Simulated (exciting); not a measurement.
# Cu (Cmcm) in exciting: single point with PBE

Aim: the single point of Cu with PBE.

Program: exciting (release sodium). These are calculated values, not measurements. Logs are shortened: lines on timing, memory, paths and dates and some standing lists are left out, and cuts for length are marked.

### Step 1. The structure

It takes space group Cmcm (No. 63, orthorhombic). The conventional cell has a = 2.437 Å, b = 7.953 Å, c = 2.475 Å, α = 90.00°, β = 90.00°, γ = 90.00°. Around Cu (site symmetry m2m) lie 10 Cu at 2.44 to 2.54 Å.

This isn't the form of Cu at room conditions, which is fcc.

### Step 2. Single point, PBE

File input.xml:

```xml
<input>
  <title>Cu</title>
  <structure speciespath="./" tshift="false">
    <crystal scale="1">
      <basevect>7.859133508231 0.000000000000 0.000000000000</basevect>
      <basevect>-6.509927559657 4.403046975557 0.000000000000</basevect>
      <basevect>0.000000000000 0.000000000000 4.678008555538</basevect>
    </crystal>
    <species speciesfile="Cu.xml" rmt="2">
      <atom coord="0.866133350000 0.133866650000 0.750000000000"/>
      <atom coord="0.133866650000 0.866133350000 0.250000000000"/>
    </species>
  </structure>
  <groundstate do="fromscratch" ngridk="11 11 11" rgkmax="9" gmaxvr="14" lmaxapw="10" lmaxmat="10" lmaxvr="8" xctype="GGA_PBE" stype="Gaussian" swidth="0.00183747" nempty="18" ValenceRelativity="iora*" epsengy="1e-05" epspot="1e-05" maxscl="60" tforce="true" outputlevel="low"/>
</input>
```

Potentials or basis: all-electron LAPW+lo, shipped species files, valence relativity iora*.

Command:

```sh
> OMP_NUM_THREADS=1 exciting_smp
```

INFO.OUT:

```text
================================================================================
EXCITING SODIUM started
[... 10 lines left out ...]

 Lattice vectors (cartesian) :
      7.8591335082      0.0000000000      0.0000000000
     -6.5099275597      4.4030469756      0.0000000000
      0.0000000000      0.0000000000      4.6780085555

 Reciprocal lattice vectors (cartesian) :
      0.7994755784      1.1820287474     -0.0000000000
      0.0000000000      1.4270084653      0.0000000000
      0.0000000000     -0.0000000000      1.3431324959

 Unit cell volume                           :     161.8784350209
 Brillouin zone volume                      :       1.5323240147

 Species :    1 (Cu)
     parameters loaded from                 :    Cu.xml
     name                                   :    copper

     atomic positions (lattice) :
       1 :   0.86613335  0.13386665  0.75000000
       2 :   0.13386665  0.86613335  0.25000000

 Total number of atoms per unit cell        :       2

 Spin treatment                             :    spin-unpolarised

 Number of Bravais lattice symmetries       :       8
 Number of crystal symmetries               :       4

 k-point grid                               :      11   11   11
 Total number of k-points                   :     366
 k-point set is reduced with crystal symmetries

 R^MT_min * |G+k|_max (rgkmax)              :       9.00000000

 G-vector grid sizes                        :      36    36    24
 Total number of G-vectors                  :    7519

 Total nuclear charge                       :     -58.00000000
 Total electronic charge                    :      58.00000000

 Number of empty states                     :      18
 Total number of valence states             :      36

 Exchange-correlation type                  :      20
     Perdew-Burke-Ernzerhof, Phys. Rev. Lett. 77, 3865 (1996)
     Generalised gradient approximation (GGA)

 Smearing scheme                            :    Gaussian
 Smearing width                             :       0.00183747

[... 5 lines left out ...]
* Groundstate module started                                                   *
********************************************************************************
 Output level for this task is set to low

++++++++++++++++++++++++++++++++++++++++++++++++++++++++++++++++++++++++++++++++
[... 5 lines left out ...]
+ SCF iteration number :    1                                                  +
++++++++++++++++++++++++++++++++++++++++++++++++++++++++++++++++++++++++++++++++
 Total energy                               :     -3284.42612614
 _______________________________________________________________
 Fermi energy                               :         0.34889466
 DOS at Fermi energy (states/Ha/cell)       :        22.42699575
 Electron charge: Core leakage              :         0.00312656

++++++++++++++++++++++++++++++++++++++++++++++++++++++++++++++++++++++++++++++++
+ SCF iteration number :    2                                                  +
++++++++++++++++++++++++++++++++++++++++++++++++++++++++++++++++++++++++++++++++
 Total energy                               :     -3315.62160179
 _______________________________________________________________
 Fermi energy                               :         0.29711602
 DOS at Fermi energy (states/Ha/cell)       :        13.36511397
 Electron charge: Core leakage              :         0.00285663

 RMS change in effective potential (target) :  0.754195E-01  ( 0.100000E-04)
 Absolute change in total energy   (target) :   31.1955      ( 0.100000E-04)
 Charge distance                   (target) :  0.355375E-01  ( 0.100000E-04)
 Abs. change in max-nonIBS-force   (target) :  0.220528      ( 0.500000E-04)

++++++++++++++++++++++++++++++++++++++++++++++++++++++++++++++++++++++++++++++++
+ SCF iteration number :    3                                                  +
++++++++++++++++++++++++++++++++++++++++++++++++++++++++++++++++++++++++++++++++
 Total energy                               :     -3311.63674794
 _______________________________________________________________
 Fermi energy                               :         0.30000938
 DOS at Fermi energy (states/Ha/cell)       :        11.86541511
 Electron charge: Core leakage              :         0.00288567

 RMS change in effective potential (target) :  0.440662E-01  ( 0.100000E-04)
 Absolute change in total energy   (target) :   3.98485      ( 0.100000E-04)
 Charge distance                   (target) :  0.419076E-02  ( 0.100000E-04)
 Abs. change in max-nonIBS-force   (target) :  0.569237E-01  ( 0.500000E-04)

++++++++++++++++++++++++++++++++++++++++++++++++++++++++++++++++++++++++++++++++
+ SCF iteration number :    4                                                  +
++++++++++++++++++++++++++++++++++++++++++++++++++++++++++++++++++++++++++++++++
 Total energy                               :     -3312.33758924
 _______________________________________________________________
 Fermi energy                               :         0.28745764
 DOS at Fermi energy (states/Ha/cell)       :        12.64122383
 Electron charge: Core leakage              :         0.00286647
[... 141 lines left out ...]
 RMS change in effective potential (target) :  0.199264E-07  ( 0.100000E-04)
 Absolute change in total energy   (target) :  0.120396E-04  ( 0.100000E-04)
 Charge distance                   (target) :  0.131682E-07  ( 0.100000E-04)
 Abs. change in max-nonIBS-force   (target) :  0.362709E-06  ( 0.500000E-04)

++++++++++++++++++++++++++++++++++++++++++++++++++++++++++++++++++++++++++++++++
+ SCF iteration number :   15                                                  +
++++++++++++++++++++++++++++++++++++++++++++++++++++++++++++++++++++++++++++++++
 Total energy                               :     -3310.05298716
 _______________________________________________________________
 Fermi energy                               :         0.29144377
 DOS at Fermi energy (states/Ha/cell)       :        12.30892929
 Electron charge: Core leakage              :         0.00288491

 RMS change in effective potential (target) :  0.288547E-08  ( 0.100000E-04)
 Absolute change in total energy   (target) :  0.197312E-05  ( 0.100000E-04)
 Charge distance                   (target) :  0.235851E-08  ( 0.100000E-04)
 Abs. change in max-nonIBS-force   (target) :  0.660796E-07  ( 0.500000E-04)

++++++++++++++++++++++++++++++++++++++++++++++++++++++++++++++++++++++++++++++++
+ SCF iteration number :   16                                                  +
++++++++++++++++++++++++++++++++++++++++++++++++++++++++++++++++++++++++++++++++
 Total energy                               :     -3310.05298755
 _______________________________________________________________
 Fermi energy                               :         0.29144377
 DOS at Fermi energy (states/Ha/cell)       :        12.30892910
 Electron charge: Core leakage              :         0.00288491

 RMS change in effective potential (target) :  0.135551E-09  ( 0.100000E-04)
 Absolute change in total energy   (target) :  0.386896E-06  ( 0.100000E-04)
 Charge distance                   (target) :  0.417700E-09  ( 0.100000E-04)
 Abs. change in max-nonIBS-force   (target) :  0.175480E-07  ( 0.500000E-04)

++++++++++++++++++++++++++++++++++++++++++++++++++++++++++++++++++++++++++++++++
| Convergency criteria checked for the last 2 iterations                       +
| Convergence targets achieved. Performing final SCF iteration                 +
++++++++++++++++++++++++++++++++++++++++++++++++++++++++++++++++++++++++++++++++
 Total energy                               :     -3310.05298755
 _______________________________________________________________
 Fermi energy                               :         0.29144377
 DOS at Fermi energy (states/Ha/cell)       :        12.30892916
 Electron charge: Core leakage              :         0.00288491

++++++++++++++++++++++++++++++++++++++++++++++++++++++++++++++++++++++++++++++++
+ Self-consistent loop stopped                                                 +
++++++++++++++++++++++++++++++++++++++++++++++++++++++++++++++++++++++++++++++++
 STATE.OUT is written

--------------------------------------------------------------------------------
- Writing atomic positions and forces                                          -
--------------------------------------------------------------------------------

 Atomic positions (lattice) :
 atom     1  Cu  :     0.86613335    0.13386665    0.75000000
 atom     2  Cu  :     0.13386665    0.86613335    0.25000000

 Total atomic forces including IBS (cartesian) :
 atom     1  Cu  :     0.00103838   -0.00031819   -0.00000105
 atom     2  Cu  :    -0.00103838    0.00031819    0.00000105

 Atomic force components including IBS (cartesian) :
 atom     1  Cu  :    -0.07765544    0.02379561   -0.00000252   HF force
                 :     0.06061499   -0.01857398    0.00000047   core correction
                 :     0.01807884   -0.00553982    0.00000101   IBS correction
 atom     2  Cu  :     0.07765544   -0.02379561    0.00000252   HF force
                 :    -0.06061499    0.01857398   -0.00000047   core correction
                 :    -0.01807884    0.00553982   -0.00000101   IBS correction

********************************************************************************
[... 7 lines left out ...]
| EXCITING SODIUM stopped                                                      =
================================================================================
```

Wall time 10 min (1 thread of Arm Neoverse V2, shared host); peak memory 0.14 GiB.

What came out:

| Quantity | Value |
| --- | --- |
| Free energy | -90071.1309 eV |
| Largest force | 0.056 eV/Å |
| Band gap on the k mesh | none (metal or under the smearing width) |

Forces in eV/Å, atoms in the order of the input:
```
Cu   0.053 -0.016  0.000
Cu  -0.053  0.016  0.000
```

Levels at points of the mesh, in eV from the Fermi level:
| k point | band 14 | band 15 | band 16 | band 17 | band 18 | band 19 | band 20 | band 21 |
| --- | --- | --- | --- | --- | --- | --- | --- | --- |
| (0.00, 0.00, 0.00) | -2.04 | -1.84 | -1.70 | -1.45 | -0.14 | 4.76 | 14.68 | 18.40 |
